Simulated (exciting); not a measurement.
# Zn (P6_3/mmc) in exciting: notebook

The runs below take Zn through optical spectrum, with PW91, RPBE, AM05+D2.

All numbers are computed with exciting (release sodium); they aren't measurements. Logs are shortened: lines on timing, memory, paths and dates and some standing lists are left out, and cuts for length are marked.

### Step 1. The crystal as given

Symmetry: P6_3/mmc, No. 194, hexagonal system. Conventional cell: a = 2.670 Å, b = 2.670 Å, c = 4.966 Å, α = 90.00°, β = 90.00°, γ = 120.00°. Around Zn (site symmetry -6m2) lie 12 Zn at 2.67 to 2.92 Å.

### Step 2. Optical spectrum, PW91

run_exciting.py

```python
import subprocess
import xml.etree.ElementTree as ET
from ase.io import read
from ase.units import Bohr

atoms = read("Zn.cif")
rmt = {'Zn': 2.0}  # bohr
tasks = """
<groundstate do="fromscratch" ngridk="8 8 4" rgkmax="8" gmaxvr="14" lmaxapw="10" lmaxmat="10" lmaxvr="8" stype="Gaussian" swidth="0.00367493" nempty="28" ValenceRelativity="iora*" epsengy="1e-05" epspot="1e-05" maxscl="60" outputlevel="normal" vkloff="0 0 0.5">
  <libxc exchange="XC_GGA_X_PW91" correlation="XC_GGA_C_PW91"/>
</groundstate>
<properties>
  <momentummatrix/>
  <dielmat intraband="false" scissor="0.036749" wmax="1" wgrid="200" swidth="0.004" tevout="true">
    <epscomp>1 1</epscomp>
    <epscomp>2 2</epscomp>
    <epscomp>3 3</epscomp>
  </dielmat>
</properties>
"""

root = ET.Element("input")
ET.SubElement(root, "title").text = "Zn"
structure = ET.SubElement(root, "structure", speciespath="./", tshift="false")
crystal = ET.SubElement(structure, "crystal", scale="1.0")
for vector in atoms.cell / Bohr:
    ET.SubElement(crystal, "basevect").text = " ".join(f"{x:.12f}" for x in vector)
symbols = atoms.get_chemical_symbols()
for element in dict.fromkeys(symbols):
    species = ET.SubElement(structure, "species", speciesfile=element + ".xml", rmt=str(rmt[element]))
    for symbol, position in zip(symbols, atoms.get_scaled_positions(wrap=False)):
        if symbol == element:
            ET.SubElement(species, "atom", coord=" ".join(f"{x:.12f}" for x in position))
root.extend(ET.fromstring("<tasks>" + tasks + "</tasks>"))
ET.indent(root)
ET.ElementTree(root).write("input.xml")
subprocess.run(["exciting_smp"], check=True)
```

Zn.cif

```cif
data_Zn
_cell_length_a 2.67000000
_cell_length_b 2.67000000
_cell_length_c 4.96600000
_cell_angle_alpha 90.00000000
_cell_angle_beta 90.00000000
_cell_angle_gamma 120.00000000
_space_group_name_H-M_alt 'P1'
_space_group_name_Hall 'P 1'
_space_group_IT_number 1
loop_
_space_group_symop_operation_xyz
'x,y,z'
loop_
_atom_site_label
_atom_site_type_symbol
_atom_site_symmetry_multiplicity
_atom_site_Wyckoff_symbol
_atom_site_fract_x
_atom_site_fract_y
_atom_site_fract_z
_atom_site_occupancy
Zn1 Zn 1 a 0.6666666667 0.3333333333 0.7500000000 1
Zn2 Zn 1 a 0.3333333333 0.6666666667 0.2500000000 1
```

Potentials or basis: all-electron LAPW+lo, shipped species files, valence relativity iora*.

Started as:

```sh
> OMP_NUM_THREADS=1 python run_exciting.py
```

The log of the run:

```text
================================================================================
EXCITING SODIUM started
[... 10 lines left out ...]

 Lattice vectors (cartesian) :
      5.0455687560      0.0000000000      0.0000000000
     -2.5227843780      4.3695907192      0.0000000000
      0.0000000000      0.0000000000      9.3843799409

 Reciprocal lattice vectors (cartesian) :
      1.2452878181      0.7189672570     -0.0000000000
      0.0000000000      1.4379345140      0.0000000000
      0.0000000000     -0.0000000000      0.6695365434

 Unit cell volume                           :     206.8980853053
 Brillouin zone volume                      :       1.1989004784

 Species :    1 (Zn)
     parameters loaded from                 :    Zn.xml
     name                                   :    zinc
     nuclear charge                         :     -30.00000000
     electronic charge                      :      30.00000000
     atomic mass                            :  119198.67800000
     muffin-tin radius                      :       2.00000000
     # of radial points in muffin-tin       :     350

     atomic positions (lattice) :
       1 :   0.66666667  0.33333333  0.75000000
       2 :   0.33333333  0.66666667  0.25000000

 Total number of atoms per unit cell        :       2

 Spin treatment                             :    spin-unpolarised

 Number of Bravais lattice symmetries       :      24
 Number of crystal symmetries               :      12

 k-point grid                               :       8    8    4
 k-point offset :       0.000000  0.000000  0.500000
 Total number of k-points                   :      30
 k-point set is reduced with crystal symmetries

 R^MT_min * |G+k|_max (rgkmax)              :       8.00000000
 Species with R^MT_min                      :       1 (Zn)
 Maximum |G+k| for APW functions            :       4.00000000
 Maximum |G| for potential and density      :      14.00000000

 G-vector grid sizes                        :      24    24    45
 Total number of G-vectors                  :    9677

 Maximum angular momentum used for
     APW functions                          :      10
     computing H and O matrix elements      :      10
     potential and density                  :       8
     inner part of muffin-tin               :       2

 Total nuclear charge                       :     -60.00000000
 Total electronic charge                    :      60.00000000
 Total core charge                          :      24.00000000
 Total valence charge                       :      36.00000000

 Number of empty states                     :      28
 Total number of valence states             :      47

 Maximum Hamiltonian size                   :     258
 Maximum number of plane-waves              :     234
 Total number of local-orbitals             :      24

 Exchange-correlation type                  :     100
     libxc; exchange: Perdew & Wang 91; correlation: Perdew & Wang 91 (see libxc for references)

 Smearing scheme                            :    Gaussian
 Smearing width                             :       0.00367493

 Using multisecant Broyden potential mixing
[... 16 lines left out ...]
+ SCF iteration number :    1                                                  +
++++++++++++++++++++++++++++++++++++++++++++++++++++++++++++++++++++++++++++++++
 Total energy                               :     -3586.13711320
 _______________________________________________________________
 Fermi energy                               :         0.26948221
 Kinetic energy                             :      3663.13754499
 Coulomb energy                             :     -7105.32939447
 Exchange energy                            :      -140.80126839
 Correlation energy                         :        -3.14399533

 DOS at Fermi energy (states/Ha/cell)       :        53.68045489

 Electron charges :
     core                                   :        24.00000000
     core leakage                           :         0.00174428
     valence                                :        36.00000000
     interstitial                           :         3.88539102
     charge in muffin-tin spheres :
                  atom     1    Zn          :        28.05730449
                  atom     2    Zn          :        28.05730449
     total charge in muffin-tins            :        56.11460898
     total charge                           :        60.00000000
[... 350 lines left out ...]
 Electron charges :
     core                                   :        24.00000000
     core leakage                           :         0.00169441
     valence                                :        36.00000000
     interstitial                           :         3.77996953
     charge in muffin-tin spheres :
                  atom     1    Zn          :        28.11001524
                  atom     2    Zn          :        28.11001524
     total charge in muffin-tins            :        56.22003047
     total charge                           :        60.00000000

 RMS change in effective potential (target) :  0.125291E-08  ( 0.100000E-04)
 Absolute change in total energy   (target) :  0.204865E-06  ( 0.100000E-04)
 Charge distance                   (target) :  0.252921E-09  ( 0.100000E-04)

++++++++++++++++++++++++++++++++++++++++++++++++++++++++++++++++++++++++++++++++
| Convergency criteria checked for the last 2 iterations                       +
| Convergence targets achieved. Performing final SCF iteration                 +
++++++++++++++++++++++++++++++++++++++++++++++++++++++++++++++++++++++++++++++++
 Total energy                               :     -3593.08123702
 _______________________________________________________________
 Fermi energy                               :         0.24739717
 Kinetic energy                             :      3658.83849220
 Coulomb energy                             :     -7107.71647131
 Exchange energy                            :      -141.05651129
 Correlation energy                         :        -3.14674661

 DOS at Fermi energy (states/Ha/cell)       :        55.08886149

 Electron charges :
     core                                   :        24.00000000
     core leakage                           :         0.00169441
     valence                                :        36.00000000
     interstitial                           :         3.77996953
     charge in muffin-tin spheres :
                  atom     1    Zn          :        28.11001524
                  atom     2    Zn          :        28.11001524
     total charge in muffin-tins            :        56.22003047
     total charge                           :        60.00000000

++++++++++++++++++++++++++++++++++++++++++++++++++++++++++++++++++++++++++++++++
[... 12 lines left out ...]
| EXCITING SODIUM stopped                                                      =
================================================================================
```

input.xml:

```text
<input>
  <title>Zn</title>
  <structure speciespath="./" tshift="false">
    <crystal scale="1.0">
      <basevect>5.045568755985 0.000000000000 0.000000000000</basevect>
      <basevect>-2.522784377992 4.369590719224 0.000000000000</basevect>
      <basevect>0.000000000000 0.000000000000 9.384379940906</basevect>
    </crystal>
    <species speciesfile="Zn.xml" rmt="2.0">
      <atom coord="0.666666666700 0.333333333300 0.750000000000" />
      <atom coord="0.333333333300 0.666666666700 0.250000000000" />
    </species>
  </structure>
  <groundstate do="fromscratch" ngridk="8 8 4" rgkmax="8" gmaxvr="14" lmaxapw="10" lmaxmat="10" lmaxvr="8" stype="Gaussian" swidth="0.00367493" nempty="28" ValenceRelativity="iora*" epsengy="1e-05" epspot="1e-05" maxscl="60" outputlevel="normal" vkloff="0 0 0.5">
    <libxc exchange="XC_GGA_X_PW91" correlation="XC_GGA_C_PW91" />
  </groundstate>
  <properties>
    <momentummatrix />
    <dielmat intraband="false" scissor="0.036749" wmax="1" wgrid="200" swidth="0.004" tevout="true">
      <epscomp>1 1</epscomp>
      <epscomp>2 2</epscomp>
      <epscomp>3 3</epscomp>
    </dielmat>
  </properties>
</input>
```

stdout:

```text
Info(writepmat):
  Momentum matrix elements written to file PMAT.OUT

Info(dielmat):
  Optical conductivity tensor written to SIGMA_11.OUT
  Dielectric tensor written to EPSILON_11.OUT
  Electron energy loss spectrum written to LOSS_11.OUT
  Output energy is in eV

  Optical conductivity tensor written to SIGMA_22.OUT
  Dielectric tensor written to EPSILON_22.OUT
  Electron energy loss spectrum written to LOSS_22.OUT
  Output energy is in eV

  Optical conductivity tensor written to SIGMA_33.OUT
  Dielectric tensor written to EPSILON_33.OUT
  Electron energy loss spectrum written to LOSS_33.OUT
  Output energy is in eV
```

Wall time 52 s (1 thread of Arm Neoverse V1, shared host); peak memory 0.33 GiB.

Results:

| Item | Value |
| --- | --- |
| All electrons inside the program's atomic spheres | Zn 28.11 (radii Zn 2.0 bohr) |
| Density of states at the Fermi level | 2.02 states/eV per cell |

Dielectric function (mean over the directions given):
```tsv
energy (eV)	real part	imaginary part
0.27	18.22	0.14
0.82	19.75	0.51
1.50	25.82	1.76
2.18	57.20	18.71
2.86	-17.60	35.23
3.54	-4.35	26.04
4.22	-10.23	5.89
4.90	-7.01	1.83
5.58	-4.23	1.17
6.26	-1.91	1.03
6.94	-1.58	0.72
7.62	-1.08	0.24
8.30	-0.09	0.76
8.98	0.27	0.51
9.66	0.33	1.12
10.34	0.45	1.29
11.02	0.00	0.67
11.70	0.65	1.40
12.38	0.10	0.69
13.06	0.55	0.57
13.74	0.25	0.59
14.42	0.62	0.33
15.10	0.79	0.70
15.78	0.84	0.67
16.46	0.36	0.68
17.14	0.52	0.49
17.82	0.68	0.45
18.50	0.67	0.61
19.18	0.47	0.51
19.86	0.50	0.50
```

Caveat: the intraband (Drude) term of the metal is left out; the scissor shift is a trial value, not fitted to this crystal; spectra need much finer meshes, so this one isn't converged; independent-particle spectra lack excitons.

### Step 3. Optical spectrum, RPBE

input.xml

```xml
<input>
  <title>Zn</title>
  <structure speciespath="./" tshift="false" cartesian="true">
    <crystal scale="5.0455687528">
      <basevect>0.999999999990 0.000000000000 0.000000000000</basevect>
      <basevect>-0.499999999995 0.866025403774 0.000000000000</basevect>
      <basevect>0.000000000000 0.000000000000 1.859925093615</basevect>
    </crystal>
    <species speciesfile="Zn.xml" rmt="2">
      <atom coord="2.522784376628 1.456530238659 7.038284951169"/>
      <atom coord="-0.000000000252 2.913060477755 2.346094983723"/>
    </species>
  </structure>
  <groundstate do="fromscratch" ngridk="8 8 4" rgkmax="8" gmaxvr="14" lmaxapw="10" lmaxmat="10" lmaxvr="8" stype="Fermi Dirac" swidth="0.00183747" nempty="28" ValenceRelativity="iora*" epsengy="1e-05" epspot="1e-05" maxscl="60" outputlevel="high" vkloff="0 0 0.5" niterconvcheck="1" deband="0.005">
    <libxc exchange="XC_GGA_X_RPBE" correlation="XC_GGA_C_PBE"/>
  </groundstate>
  <properties>
    <momentummatrix/>
    <dielmat intraband="false" scissor="0.036749" wmax="1" wgrid="200" swidth="0.01" tevout="true">
      <epscomp>1 1</epscomp>
      <epscomp>2 2</epscomp>
      <epscomp>3 3</epscomp>
    </dielmat>
  </properties>
</input>
```

Potentials or basis: all-electron LAPW+lo, shipped species files, valence relativity iora*.

Started as:

```sh
> OMP_NUM_THREADS=1 exciting_smp
```

INFO.OUT:

```text
================================================================================
EXCITING SODIUM started
[... 10 lines left out ...]

 Lattice vectors (cartesian) :
      5.0455687527      0.0000000000      0.0000000000
     -2.5227843764      4.3695907164      0.0000000000
      0.0000000000      0.0000000000      9.3843799349

 Reciprocal lattice vectors (cartesian) :
      1.2452878189      0.7189672575     -0.0000000000
      0.0000000000      1.4379345149      0.0000000000
      0.0000000000     -0.0000000000      0.6695365438

 Unit cell volume                           :     206.8980849070
 Brillouin zone volume                      :       1.1989004807

 Species :    1 (Zn)
     parameters loaded from                 :    Zn.xml
     name                                   :    zinc
     nuclear charge                         :     -30.00000000
     electronic charge                      :      30.00000000
[... 78 lines left out ...]
 Coulomb energy                             :     -7104.82097097
 Exchange energy                            :      -140.56648076
 Correlation energy                         :        -2.90658476
 Sum of eigenvalues                         :     -2052.99607126
 Effective potential energy                 :     -5715.92205327
 Coulomb potential energy                   :     -5529.85978604
 xc potential energy                        :      -186.06226724
 Hartree energy                             :      1105.12533067
 Electron-nuclear energy                    :     -7740.11044738
[... 420 lines left out ...]
 RMS change in effective potential (target) :  0.339445E-09  ( 0.100000E-04)
 Absolute change in total energy   (target) :  0.125599E-05  ( 0.100000E-04)
 Charge distance                   (target) :  0.129106E-08  ( 0.100000E-04)

++++++++++++++++++++++++++++++++++++++++++++++++++++++++++++++++++++++++++++++++
| Convergency criteria checked for the last iteration                          +
| Convergence targets achieved. Performing final SCF iteration                 +
++++++++++++++++++++++++++++++++++++++++++++++++++++++++++++++++++++++++++++++++
 Total energy                               :     -3592.61987626
 _______________________________________________________________
 Fermi energy                               :         0.25366877
 Kinetic energy                             :      3658.54212835
 Coulomb energy                             :     -7107.42322446
 Exchange energy                            :      -140.82934521
 Correlation energy                         :        -2.90943494
 Sum of eigenvalues                         :     -2055.70280298
 Effective potential energy                 :     -5714.24493133
 Coulomb potential energy                   :     -5527.83374777
 xc potential energy                        :      -186.41118355
 Hartree energy                             :      1109.75362242
 Electron-nuclear energy                    :     -7747.34099262
 Nuclear-nuclear energy                     :      -469.83585426
 Madelung energy                            :     -4343.50635057
 Core-electron kinetic energy               :         0.00000000

 DOS at Fermi energy (states/Ha/cell)       :        45.41249847

 Electron charges :
     core                                   :        24.00000000
     core leakage                           :         0.00166582
     valence                                :        36.00000000
     interstitial                           :         3.80495372
     charge in muffin-tin spheres :
                  atom     1    Zn          :        28.09752314
                  atom     2    Zn          :        28.09752314
     total charge in muffin-tins            :        56.19504628
     total charge                           :        60.00000000

++++++++++++++++++++++++++++++++++++++++++++++++++++++++++++++++++++++++++++++++
[... 9 lines left out ...]
| EXCITING SODIUM stopped                                                      =
================================================================================
```

LINENGY.OUT:

```text
Species :    1 (Zn), atom :    1
 APW functions :
  l =  0, order =  1 :   0.2150000000
  l =  1, order =  1 :   0.7450000000
  l =  2, order =  1 :   0.7500000000E-02
  l =  3, order =  1 :   0.1500000000
  l =  3, order =  2 :   0.1500000000
  l =  4, order =  1 :   0.1500000000
[... 11 lines left out ...]
  l = 10, order =  1 :   0.1500000000
  l = 10, order =  2 :   0.1500000000
 local-orbital functions :
  l.o. =  1, l =  0, order =  1 :   0.2150000000
  l.o. =  1, l =  0, order =  2 :   0.2150000000
  l.o. =  2, l =  1, order =  1 :   0.7450000000
  l.o. =  2, l =  1, order =  2 :   0.7450000000
  l.o. =  3, l =  2, order =  1 :   0.7500000000E-02
  l.o. =  3, l =  2, order =  2 :   0.7500000000E-02
  l.o. =  4, l =  1, order =  1 :   0.7450000000
  l.o. =  4, l =  1, order =  2 :   0.7450000000
  l.o. =  4, l =  1, order =  3 :   -2.702700000

Species :    1 (Zn), atom :    2
 APW functions :
  l =  0, order =  1 :   0.2150000000
  l =  1, order =  1 :   0.7450000000
  l =  2, order =  1 :   0.7500000000E-02
  l =  3, order =  1 :   0.1500000000
  l =  3, order =  2 :   0.1500000000
  l =  4, order =  1 :   0.1500000000
[... 11 lines left out ...]
  l = 10, order =  1 :   0.1500000000
  l = 10, order =  2 :   0.1500000000
 local-orbital functions :
  l.o. =  1, l =  0, order =  1 :   0.2150000000
  l.o. =  1, l =  0, order =  2 :   0.2150000000
  l.o. =  2, l =  1, order =  1 :   0.7450000000
  l.o. =  2, l =  1, order =  2 :   0.7450000000
  l.o. =  3, l =  2, order =  1 :   0.7500000000E-02
  l.o. =  3, l =  2, order =  2 :   0.7500000000E-02
  l.o. =  4, l =  1, order =  1 :   0.7450000000
  l.o. =  4, l =  1, order =  2 :   0.7450000000
  l.o. =  4, l =  1, order =  3 :   -2.702700000
```

It took 45 s on 1 thread of Arm Neoverse V1, shared host; peak memory 0.33 GiB.

Results:

- All electrons inside the program's atomic spheres: Zn 28.10 (radii Zn 2.0 bohr)

Dielectric function (mean over the directions given):
```csv
energy (eV),real part,imaginary part
0.27,17.40,0.31
0.68,18.22,0.87
1.22,20.91,2.19
1.77,27.35,6.29
2.18,36.53,20.45
2.72,-3.03,38.79
3.27,-5.93,19.54
3.67,-9.94,19.87
4.22,-11.01,7.93
4.76,-7.76,3.31
5.17,-5.54,2.14
5.71,-3.67,1.50
6.26,-2.34,1.36
6.80,-1.99,1.01
7.21,-1.56,0.79
7.76,-0.85,0.49
8.30,-0.28,0.69
8.71,-0.10,0.64
9.25,0.29,0.87
9.80,0.28,1.02
10.20,0.30,1.10
10.75,0.06,0.97
11.29,0.41,0.75
11.70,0.44,1.12
12.25,0.13,0.87
12.79,0.28,0.67
13.33,0.38,0.79
13.74,0.30,0.62
14.29,0.52,0.44
14.83,0.71,0.58
15.24,0.68,0.63
15.78,0.76,0.74
16.33,0.48,0.76
16.73,0.52,0.60
17.28,0.62,0.52
17.82,0.70,0.55
18.23,0.71,0.64
18.78,0.61,0.73
19.32,0.55,0.54
19.86,0.55,0.51
```

Caveat: the intraband (Drude) term of the metal is left out; the scissor shift is a trial value, not fitted to this crystal; spectra need much finer meshes, so this one isn't converged; independent-particle spectra lack excitons.

(Continued in part 2 of 2.)
